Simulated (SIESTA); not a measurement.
The system is C.

```
C
1.0
     0.00000    1.78337    1.78337
     1.78337    0.00000    1.78337
     1.78337    1.78337    0.00000
C
2
Direct
  0.75000 0.75000 0.75000
  0.50000 0.50000 0.50000
```

This isn't the form of C at room conditions, which is graphite.

| Property | Result |
| --- | --- |
| Program | SIESTA 5.4.2 |
| Task | single point |
| Functional | PBE |
| Potentials or basis | PseudoDojo 0.4 standard (PBE files) |
| Basis | DZP (energy shift 0.002 Ry) |
| Grid cutoff | 500 Ry |
| Energy shift | 0.002 Ry |
| k mesh | 13 × 13 × 13 |
| Occupations | fermi-dirac, width 0.05 eV |
| Spin | no spin polarisation |

On this cell: pressure 10.2 GPa; largest force zero by symmetry; band gap on the k mesh 4.29 eV, indirect (least direct gap 5.69 eV).

The same run follows on a disturbed copy (atoms moved at random, drawn with an rms of 0.05 Å):

```
C
1.0
     0.00000    1.78337    1.78337
     1.78337    0.00000    1.78337
     1.78337    1.78337    0.00000
C
2
Direct
  0.74778 0.75306 0.75416
  0.48928 0.49860 0.49360
```

What does the disturbed cell give?

The energy moves by +22.3 meV/atom; pressure 11.0 GPa; largest force 1.764 eV/Å; band gap on the k mesh 3.38 eV, indirect (least direct gap 4.06 eV).

Forces on the atoms (eV/Å):
```
C   -0.953 -1.256 -0.791
C    0.951  1.255  0.791
```

Stress tensor (GPa, compression positive):
```
11.06 -1.18 -2.28
-1.18 10.92 -1.57
-2.28 -1.57 11.11
```

Caveats: an odd mesh through Γ misses points on the zone boundary, where band edges often lie; the basis of atomic orbitals isn't converged, which shifts pressures, moduli and gaps.
